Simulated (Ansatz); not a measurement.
# Si6HC: the cost of one run

Computed with Ansatz 0.2.0 (DFT PBEsol, scalar-relativistic, plane waves, PAW, unless a step's input says otherwise).

6 further runs of the same task are left out: 2 that didn't finish, 4 set aside as unsound or not needed.

## (1) Starting point

It takes space group Pmm2 (No. 25, orthorhombic). The conventional cell has a = 3.842 Å, b = 3.842 Å, c = 23.791 Å, α = 90.00°, β = 90.00°, γ = 90.00°. Si (site symmetry mm2) is surrounded by 2 Si at 2.35 Å. Si (site symmetry mm2) has 4 Si at 2.35 Å as nearest neighbours. Si (site symmetry mm2) has 4 Si at 2.34 to 2.35 Å as nearest neighbours. Si (site symmetry mm2) is surrounded by 2 Si at 2.34 Å.

Coordinates:

```cif
data_structure
_symmetry_space_group_name_H-M 'P 1'
_symmetry_Int_Tables_number 1
_cell_length_a 3.8417
_cell_length_b 3.8417
_cell_length_c 23.7913
_cell_angle_alpha 90.000
_cell_angle_beta 90.000
_cell_angle_gamma 90.000
_cell_volume 351.13
loop_
_atom_site_label
_atom_site_type_symbol
_atom_site_fract_x
_atom_site_fract_y
_atom_site_fract_z
_atom_site_occupancy
Si1 Si 0.00000 0.50000 0.35727 1
Si2 Si 0.00000 0.00000 0.41436 1
Si3 Si 0.50000 0.00000 0.47145 1
Si4 Si 0.50000 0.50000 0.52821 1
Si5 Si 0.00000 0.50000 0.58539 1
Si6 Si 0.00000 0.00000 0.64137 1
```

Miller indices refer to the conventional cell of the relaxed bulk, Fd-3m (No. 227): a = 5.433 Å, b = 5.433 Å, c = 5.433 Å, α = 90.00°, β = 90.00°, γ = 90.00°.

This (100) slab, 6.8 Å thick as cut, with 17 Å of vacuum; its outer planes are Si (top) and Si (bottom), was relaxed beforehand with its lower half held: -3724.8377 eV, work function 5.33 eV (top face), 5.35 eV (bottom face).

## (2) CH at the top (Si) site

With the adsorbate the run is spin-polarised.

The input, input.yaml:

```yaml
crystal:
  lattice:
    - [3.8417168269, 0.0, 0.0]
    - [0.0, 3.8417168269, 0.0]
    - [0.0, 0.0, 26.8912600493]
  atoms:
    - { symbol: Si, position: [0.0, 0.5, 0.3160878287] }
    - { symbol: Si, position: [0.0, 0.0, 0.3665968791] }
    - { symbol: Si, position: [0.5, 0.0, 0.4171059295] }
    - { symbol: Si, position: [0.5, 0.5, 0.4673192959] }
    - { symbol: Si, position: [0.0, 0.5, 0.5179111949] }
    - { symbol: Si, position: [0.0, 0.0, 0.5674347398] }
    - { symbol: C, position: [0.0, 0.0, 0.6373459302], spin: 1.0 }
    - { symbol: H, position: [0.0, 0.0, 0.6782514139] }
basis:
  ecutwfc: 420
kpoints:
  mp_grid: { grid: [8, 8, 1] }
hamiltonian:
  xc: pbesol
scf:
  occupations: { method: gaussian, width: 0.05 }
output:
  forces: true
  eigenvalues: true
  populations: true
  write_density: true
  write_potential: true
  elf: true
  volumetric_format: npy
magnetization:
  spin_polarized: true
relax:
  adjacent_minimum: "off"
  f_tol: 0.03
  max_steps: 70
  constraints: [{ sites: [0, 1, 2] }]
efield:
  axis: 3
  dipole_correction: true
  ramp_width: 0.04
```

On the command line:

```bash
$ ansatz run input.yaml --threads 1 --pin off --max-ram 2560MiB --backend cpu --events-out ev --progress --plain --runs-dir out
```

**Question.** How long does this run take on 1 thread of Arm Neoverse V2, shared host, and how much memory does it need?

About 5.6 min, with a peak of 0.8 GiB.
